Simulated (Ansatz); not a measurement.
The system is SrO.

```xyz
2
Lattice="0.0000 2.5663 2.5663 2.5663 0.0000 2.5663 2.5663 2.5663 0.0000" Properties=species:S:1:pos:R:3 pbc="T T T"
Sr    2.5663    2.5663    2.5663
O     0.0000    0.0000    0.0000
```

Program: Ansatz 0.2.0. Alike in all runs: task band structure; potentials or basis Ansatz PAW; cell as given; smearing fermi-dirac 0.05 eV. Hardware: 2 threads of Arm Neoverse V2, with other jobs on the host.

Task: Order these runs on this cell by their wall time, lowest first.
A. level PBEsol; spin SOC, no magnetisation; k mesh 7 × 7 × 7; cutoff (eV) 420
B. level revPBE; spin off; k mesh 9 × 9 × 9; cutoff (eV) 420
C. level r2SCAN; spin SOC, no magnetisation; k mesh 7 × 7 × 7; cutoff (eV) 500
D. level r2SCAN; spin off; k mesh 9 × 9 × 9; cutoff (eV) 500

Result: B (1.1 s), D (3.2 s), A (8.1 s), C (17 s).

Runs at the PBE level aren't shown here.
